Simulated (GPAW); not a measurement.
# CuO (P-6m2) in GPAW: further runs, part 2 of 2

GPAW 26.7.0. The steps go on from the part before.

## 4. Relaxation of cell and atoms, r4SCAN, target pressure 20 GPa, at which the enthalpy is minimised

Contents of run.py:

```python
from ase.filters import FrechetCellFilter
from ase.io import read, write
from ase.optimize import BFGS
from ase.units import GPa
from gpaw import GPAW, PW

atoms = read('POSCAR')

calc = GPAW(mode=PW(800),
            xc='MGGA_X_R4SCAN+MGGA_C_R2SCAN',
            kpts={'size': (8, 8, 7), 'gamma': True},
            occupations={'name': 'fermi-dirac', 'width': 0.05},
            nbands=19,
            convergence={'density': 1e-06, 'energy': 1e-06, 'eigenstates': 1e-10},
            maxiter=150,
            txt='gpaw.txt')
atoms.calc = calc
opt = BFGS(FrechetCellFilter(atoms, scalar_pressure=20 * GPa), trajectory='relax.traj', logfile='-')
done = opt.run(fmax=0.01, steps=40)
calc.write('gs.gpw')
write('result.traj', atoms)
print('Converged:', done)
print('Cell:', atoms.cell.cellpar().round(4))
print('Volume:', round(atoms.get_volume(), 4))
print(atoms.get_scaled_positions().round(5))
```

Contents of POSCAR:

```
CuO
1.0
    2.8363251093      0.0000000000      0.0000000000
   -1.4181625547      2.4563295981      0.0000000000
    0.0000000000      0.0000000000      2.7681127800
Cu O
1 1
Direct
    0.0000000000      0.0000000000      0.0000000000
    0.6666666667      0.3333333333      0.5000000000
```

Potentials or basis: GPAW PAW data sets (gpaw-data 1.2.1), pw.

The run is started by

```console
OMP_NUM_THREADS=1 python run.py
```

gpaw.txt:

```text
__  _  _
 | _ |_)|_||  |
 |__||  | ||/\| - 26.7.0

Input parameters:
  mode=PW(ecut=800.0),
  convergence={'density': 1e-06, 'energy': 1e-06, 'eigenstates': 1e-10},
  kpts=MonkhorstPack(size=(8, 8, 7), gamma=True),
  maxiter=150,
  nbands=19,
  occupations=Occupations(name='fermi-dirac', width=0.05),
  xc=XC(name='MGGA_X_R4SCAN+MGGA_C_R2SCAN')

Diagonalizing LCAO Hamiltonian
Converting LCAO to pw mode

           O

       Cu

Atoms  # Å, Bohr magnetons
|   | symbol |        x |        y |        z |    initial magnetic moments |
|---|--------|----------|----------|----------|-----------------------------|
| 0 |     Cu | 0.000000 | 0.000000 | 0.000000 | ( 0.0000,  0.0000,  0.0000) |
| 1 |      O | 1.418163 | 0.818777 | 1.384056 | ( 0.0000,  0.0000,  0.0000) |

Unit cell  # Å
| periodic |         x |        y |        z |  lengths |     angles |
|----------|-----------|----------|----------|----------|------------|
|      yes |  2.836325 | 0.000000 | 0.000000 | 2.836325 |  90.000000 |
|      yes | -1.418163 | 2.456330 | 0.000000 | 2.836325 |  90.000000 |
|      yes |  0.000000 | 0.000000 | 2.768113 | 2.768113 | 120.000000 |

Number of symmetries: 12
Symmetry operations  # r_c * U_cc + t_c -> r_c
|    | kind |            matrix            |
|----|------|------------------------------|
|  0 |  σ   |  1, 1, 0,  0,-1, 0,  0, 0, 1 |
|  1 |  C2  |  1, 1, 0,  0,-1, 0,  0, 0,-1 |
|  2 |  E   |  1, 0, 0,  0, 1, 0,  0, 0, 1 |
|  3 |  σ   |  1, 0, 0,  0, 1, 0,  0, 0,-1 |
|  4 |  C3  |  0, 1, 0, -1,-1, 0,  0, 0, 1 |
|  5 |  S3  |  0, 1, 0, -1,-1, 0,  0, 0,-1 |
|  6 |  σ   |  0,-1, 0, -1, 0, 0,  0, 0, 1 |
|  7 |  C2  |  0,-1, 0, -1, 0, 0,  0, 0,-1 |
|  8 |  σ   | -1, 0, 0,  1, 1, 0,  0, 0, 1 |
|  9 |  C2  | -1, 0, 0,  1, 1, 0,  0, 0,-1 |
| 10 |  C3  | -1,-1, 0,  1, 0, 0,  0, 0, 1 |
| 11 |  S3  | -1,-1, 0,  1, 0, 0,  0, 0,-1 |
[... 172 lines left out ...]
|          1 |         2.580 |     2.000 |
|          2 |         2.580 |     2.000 |
|          3 |         2.991 |     2.000 |
|          4 |         3.575 |     2.000 |
|          5 |         4.547 |     2.000 |
[... 9 lines left out ...]
|         15 |        33.814 |     0.000 |
|         16 |        33.814 |     0.000 |
|        ... |               |           |
|         18 |        39.314 |     0.000 |

No gap
No difference between direct/indirect transitions

Stress tensor  # eV/Ang^3
|        x |        y |        z |
|----------|----------|----------|
| 0.019686 | 0.000000 | 0.000000 |
| 0.000000 | 0.019686 | 0.000000 |
| 0.000000 | 0.000000 | 0.096606 |

Forces  # eV/Ang
|        x |        y |       z |
|----------|----------|---------|
|  0.00000 |  0.00000 | 0.00000 |  # Cu   0
| -0.00000 | -0.00000 | 0.00000 |  # O    1

Interpolating wave functions to new cell

           O

       Cu

Atoms  # Å, Bohr magnetons
|   | symbol |        x |        y |        z |    initial magnetic moments |
|---|--------|----------|----------|----------|-----------------------------|
| 0 |     Cu | 0.000000 | 0.000000 | 0.000000 | ( 0.0000,  0.0000,  0.0000) |
| 1 |      O | 1.404117 | 0.810667 | 1.363107 | ( 0.0000,  0.0000,  0.0000) |

Unit cell  # Å
| periodic |         x |         y |        z |  lengths |     angles |
|----------|-----------|-----------|----------|----------|------------|
|      yes |  2.808233 | -0.000000 | 0.000000 | 2.808233 |  90.000000 |
|      yes | -1.404117 |  2.432001 | 0.000000 | 2.808233 |  90.000000 |
|      yes |  0.000000 |  0.000000 | 2.726215 | 2.726215 | 120.000000 |

Number of symmetries: 12
Symmetry operations  # r_c * U_cc + t_c -> r_c
|    | kind |            matrix            |
|----|------|------------------------------|
|  0 |  σ   |  1, 1, 0,  0,-1, 0,  0, 0, 1 |
|  1 |  C2  |  1, 1, 0,  0,-1, 0,  0, 0,-1 |
|  2 |  E   |  1, 0, 0,  0, 1, 0,  0, 0, 1 |
|  3 |  σ   |  1, 0, 0,  0, 1, 0,  0, 0,-1 |
|  4 |  C3  |  0, 1, 0, -1,-1, 0,  0, 0, 1 |
|  5 |  S3  |  0, 1, 0, -1,-1, 0,  0, 0,-1 |
|  6 |  σ   |  0,-1, 0, -1, 0, 0,  0, 0, 1 |
|  7 |  C2  |  0,-1, 0, -1, 0, 0,  0, 0,-1 |
|  8 |  σ   | -1, 0, 0,  1, 1, 0,  0, 0, 1 |
|  9 |  C2  | -1, 0, 0,  1, 1, 0,  0, 0,-1 |
| 10 |  C3  | -1,-1, 0,  1, 0, 0,  0, 0, 1 |
| 11 |  S3  | -1,-1, 0,  1, 0, 0,  0, 0,-1 |
[... 174 lines left out ...]
|          1 |         2.878 |     2.000 |
|          2 |         2.879 |     2.000 |
|          3 |         3.341 |     2.000 |
|          4 |         3.974 |     2.000 |
|          5 |         4.990 |     2.000 |
[... 9 lines left out ...]
|         15 |        34.878 |     0.000 |
|         16 |        34.878 |     0.000 |
|        ... |               |           |
|         18 |        40.528 |     0.000 |

No gap
No difference between direct/indirect transitions

Stress tensor  # eV/Ang^3
|         x |         y |        z |
|-----------|-----------|----------|
| -0.016821 | -0.000000 | 0.000000 |
| -0.000000 | -0.016821 | 0.000000 |
|  0.000000 |  0.000000 | 0.044154 |

Forces  # eV/Ang
|        x |       y |       z |
|----------|---------|---------|
|  0.00000 | 0.00000 | 0.00000 |  # Cu   0
| -0.00000 | 0.00000 | 0.00000 |  # O    1

Interpolating wave functions to new cell

           O

       Cu

Atoms  # Å, Bohr magnetons
|   | symbol |        x |         y |         z |    initial magnetic moments |
|---|--------|----------|-----------|-----------|-----------------------------|
| 0 |     Cu | 0.000000 | -0.000000 | -0.000000 | ( 0.0000,  0.0000,  0.0000) |
| 1 |      O | 1.367278 |  0.789398 |  1.307572 | ( 0.0000,  0.0000,  0.0000) |

Unit cell  # Å
| periodic |         x |         y |         z |  lengths |     angles |
|----------|-----------|-----------|-----------|----------|------------|
|      yes |  2.734557 |  0.000000 |  0.000000 | 2.734557 |  90.000000 |
|      yes | -1.367278 |  2.368195 | -0.000000 | 2.734557 |  90.000000 |
|      yes |  0.000000 | -0.000000 |  2.615145 | 2.615145 | 120.000000 |

Number of symmetries: 12
Symmetry operations  # r_c * U_cc + t_c -> r_c
|    | kind |            matrix            |
|----|------|------------------------------|
|  0 |  σ   |  1, 1, 0,  0,-1, 0,  0, 0, 1 |
|  1 |  C2  |  1, 1, 0,  0,-1, 0,  0, 0,-1 |
|  2 |  E   |  1, 0, 0,  0, 1, 0,  0, 0, 1 |
|  3 |  σ   |  1, 0, 0,  0, 1, 0,  0, 0,-1 |
|  4 |  C3  |  0, 1, 0, -1,-1, 0,  0, 0, 1 |
|  5 |  S3  |  0, 1, 0, -1,-1, 0,  0, 0,-1 |
|  6 |  σ   |  0,-1, 0, -1, 0, 0,  0, 0, 1 |
|  7 |  C2  |  0,-1, 0, -1, 0, 0,  0, 0,-1 |
|  8 |  σ   | -1, 0, 0,  1, 1, 0,  0, 0, 1 |
|  9 |  C2  | -1, 0, 0,  1, 1, 0,  0, 0,-1 |
| 10 |  C3  | -1,-1, 0,  1, 0, 0,  0, 0, 1 |
| 11 |  S3  | -1,-1, 0,  1, 0, 0,  0, 0,-1 |
[... 193 lines left out ...]
No gap
No difference between direct/indirect transitions

Stress tensor  # eV/Ang^3
|         x |         y |         z |
|-----------|-----------|-----------|
| -0.147904 | -0.000000 |  0.000000 |
| -0.000000 | -0.147904 |  0.000000 |
|  0.000000 |  0.000000 | -0.145610 |

Forces  # eV/Ang
|       x |        y |       z |
|---------|----------|---------|
| 0.00000 |  0.00000 | 0.00000 |  # Cu   0
| 0.00000 | -0.00000 | 0.00000 |  # O    1

Interpolating wave functions to new cell

           O

       Cu

Atoms  # Å, Bohr magnetons
|   | symbol |        x |         y |         z |    initial magnetic moments |
|---|--------|----------|-----------|-----------|-----------------------------|
| 0 |     Cu | 0.000000 | -0.000000 | -0.000000 | ( 0.0000,  0.0000,  0.0000) |
| 1 |      O | 1.372375 |  0.792341 |  1.314146 | ( 0.0000,  0.0000,  0.0000) |

Unit cell  # Å
| periodic |         x |        y |         z |  lengths |     angles |
|----------|-----------|----------|-----------|----------|------------|
|      yes |  2.744750 | 0.000000 |  0.000000 | 2.744750 |  90.000000 |
|      yes | -1.372375 | 2.377023 | -0.000000 | 2.744750 |  90.000000 |
|      yes |  0.000000 | 0.000000 |  2.628292 | 2.628292 | 120.000000 |
[... 211 lines left out ...]
No gap
No difference between direct/indirect transitions

Stress tensor  # eV/Ang^3
|         x |         y |         z |
|-----------|-----------|-----------|
| -0.127072 | -0.000000 |  0.000000 |
| -0.000000 | -0.127072 |  0.000000 |
|  0.000000 |  0.000000 | -0.116730 |

Forces  # eV/Ang
|        x |        y |       z |
|----------|----------|---------|
|  0.00000 | -0.00000 | 0.00000 |  # Cu   0
| -0.00000 |  0.00000 | 0.00000 |  # O    1

Interpolating wave functions to new cell

           O

       Cu

Atoms  # Å, Bohr magnetons
|   | symbol |        x |         y |         z |    initial magnetic moments |
|---|--------|----------|-----------|-----------|-----------------------------|
| 0 |     Cu | 0.000000 | -0.000000 | -0.000000 | ( 0.0000,  0.0000,  0.0000) |
| 1 |      O | 1.372302 |  0.792299 |  1.313148 | ( 0.0000,  0.0000,  0.0000) |

Unit cell  # Å
| periodic |         x |        y |         z |  lengths |     angles |
|----------|-----------|----------|-----------|----------|------------|
|      yes |  2.744604 | 0.000000 |  0.000000 | 2.744604 |  90.000000 |
|      yes | -1.372302 | 2.376897 | -0.000000 | 2.744604 |  90.000000 |
|      yes |  0.000000 | 0.000000 |  2.626296 | 2.626296 | 120.000000 |
[... 941 lines left out ...]
Stress tensor  # eV/Ang^3
|         x |         y |         z |
|-----------|-----------|-----------|
| -0.125341 | -0.000000 |  0.000000 |
| -0.000000 | -0.125341 |  0.000000 |
|  0.000000 |  0.000000 | -0.125575 |

Forces  # eV/Ang
|        x |       y |       z |
|----------|---------|---------|
|  0.00000 | 0.00000 | 0.00000 |  # Cu   0
| -0.00000 | 0.00000 | 0.00000 |  # O    1

# Writing to gs.gpw (mode='')
```

Run time: 6.5 min. Hardware: 1 thread of Arm Neoverse V2, shared host; peak memory 0.75 GiB.

What came out:

| Property | Result |
| --- | --- |
| Free energy | -18.5540 eV |
| Relaxed volume | 8.57 Å³/atom |
| Relaxed cell | a = 2.750 Å, b = 2.750 Å, c = 2.618 Å, α = 90.00°, β = 90.00°, γ = 120.00° |
| Space group after relaxing (to 0.05 Å) | P-6m2 (No. 187) |
| Energy change on relaxing (the enthalpy is what falls) | +32.3 meV/atom |
| Ionic steps | 8 |
| Pressure after relaxing | 20.1 GPa |
| Band gap on the k mesh | none (metal or under the smearing width) |

Step by step:
```tsv
step	energy change (eV)	largest force (eV/Å)	pressure (GPa)	volume (Å³)
1	0.0000	0.0000	-7.26	19.29
2	-0.0212	0.0000	-0.56	18.62
3	0.0948	0.0000	23.57	16.94
4	0.0649	0.0000	19.81	17.15
5	0.0667	0.0000	20.09	17.13
6	0.0680	0.0000	20.38	17.12
7	0.0667	0.0000	20.31	17.13
8	0.0646	0.0000	20.09	17.15
```

Final structure:
```yaml
crystal:
  lattice:
    - [2.74981, 0.00000, 0.00000]
    - [-1.37491, 2.38141, 0.00000]
    - [0.00000, 0.00000, 2.61846]
  atoms:
    - { symbol: Cu, position: [0.00000, 0.00000, 0.00000] }
    - { symbol: O, position: [0.66667, 0.33333, 0.50000] }
```

Caveat: with this Cu data set, volumes or pressures lay over 1.5 % or 2 GPa off other programs in two to four cells of ten; later steps reuse the first step's grids; the PAW data sets were made with another functional, which shifts forces and pressure a little; an odd number of electrons without spin polarisation forces a metal; a magnetic or distorted state may lie lower; the run has no spin polarisation, though such a crystal can be magnetic; semilocal functionals often make such compounds metallic where correlation or magnetic order opens a gap, which also shifts bond lengths.

## 5. The runs side by side

| level | potentials or basis | cell | optimizer | fmax | max steps | target pressure | gap on the mesh (eV) | pressure (GPa) | relaxed volume (Å³/atom) |
| --- | --- | --- | --- | --- | --- | --- | --- | --- | --- |
| PBEsol+D3(BJ) | PAW data sets generated in the run's folder for this functional, pw | relaxed | BFGS | 0.01 eV/Å | 40 | - | none | 0.0 | 9.09 |
| RPBE+D4 | the program's PAW data sets (release 1.2.1) made for this functional, pw | relaxed | LBFGS | 0.02 eV/Å | 60 | - | none | 0.0 | 9.58 |
| r4SCAN | GPAW PAW data sets (gpaw-data 1.2.1), pw | relaxed to 20 GPa | BFGS | 0.01 eV/Å | 40 | 20 GPa | none | 20.1 | - |

Alike in all rows: task relaxation of cell and atoms; no spin polarisation; k mesh 8 × 8 × 7; cutoff (eV) 800; smearing fermi-dirac 0.05 eV.

Caveats: with this Cu data set, volumes or pressures lay over 1.5 % or 2 GPa off other programs in two to four cells of ten; later steps reuse the first step's grids; an odd number of electrons without spin polarisation forces a metal; a magnetic or distorted state may lie lower; the run has no spin polarisation, though such a crystal can be magnetic; semilocal functionals often make such compounds metallic where correlation or magnetic order opens a gap, which also shifts bond lengths; pairwise dispersion overbinds metals, which lowers pressure and volume (some runs).

Absolute energies hang on the potentials; compare differences alone.
